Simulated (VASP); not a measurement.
Wanted: the native input for a VASP 6.6.1 run.

- Task: relaxation of cell and atoms
- Functional: LDA
- Potentials or basis: VASP PAW LDA potentials, release 64 (Pt, Sb)
- Cutoff: 600 eV
- k mesh: 4 × 4 × 4
- Occupations: fermi-dirac, width 0.05 eV
- Spin: no spin polarisation
- Ladder: gaps
- Further INCAR settings: ALGO = Normal; EDIFF = 1e-06; IBRION = 2; EDIFFG = -0.02; NSW = 40; ISIF = 3

The structure of Sb2Pt (Geversite) lies in POSCAR:

```
Sb2Pt
1.0
    6.4423000000      0.0000000000      0.0000000000
    0.0000000000      6.4423000000      0.0000000000
    0.0000000000      0.0000000000      6.4423000000
Pt Sb
4 8
Direct
    0.0000000000      0.5000000000      0.5000000000
    0.5000000000      0.5000000000      0.0000000000
    0.5000000000      0.0000000000      0.5000000000
    0.0000000000      0.0000000000      0.0000000000
    0.3753000000      0.1247000000      0.8753000000
    0.1247000000      0.8753000000      0.3753000000
    0.8753000000      0.3753000000      0.1247000000
    0.6247000000      0.6247000000      0.6247000000
    0.6247000000      0.8753000000      0.1247000000
    0.8753000000      0.1247000000      0.6247000000
    0.1247000000      0.6247000000      0.8753000000
    0.3753000000      0.3753000000      0.3753000000
```

These files were run (other wordings do the same):

INCAR

```
  PREC = Accurate
  ENCUT = 600
  EDIFF = 1E-6
  ISMEAR = -1
  SIGMA = 0.05
  LREAL = F
  LASPH = T
  NELM = 80
  ALGO = Normal
  ISIF = 3
  LWAVE = F
  LCHARG = F
  IBRION = 2
  NSW = 40
  EDIFFG = -0.02
  KPAR = 4
```

KPOINTS

```
Automatic mesh
0
Gamma
  4 4 4
```

Potentials or basis: VASP PAW LDA potentials, release 64 (Pt, Sb).

Launch:

```console
$ cat potpaw_LDA.64/Pt/POTCAR potpaw_LDA.64/Sb/POTCAR > POTCAR
$ mpirun -np 4 vasp_std > vasp.out
```

Results of the run:

The relaxed volume is 22.14 Å³/atom. The relaxed cell is a = 6.428 Å, b = 6.428 Å, c = 6.428 Å, α = 90.00°, β = 90.00°, γ = 90.00° and the space group after relaxing (to 0.05 Å) is Pa-3 (No. 205). The energy gained by relaxing is 0.7 meV/atom. The ionic steps are 4. The pressure after relaxing is 0.0 GPa and the largest force after relaxing is 0.015 eV/Å. The band gap on the k mesh is none (metal or under the smearing width).

Wall time 4.2 min on 4 MPI ranks on Intel(R) Xeon(R) Platinum 8259CL CPU @ 2.50GHz (Skylake/Cascade Lake) (shared host), peak memory 0.41 GiB a rank.
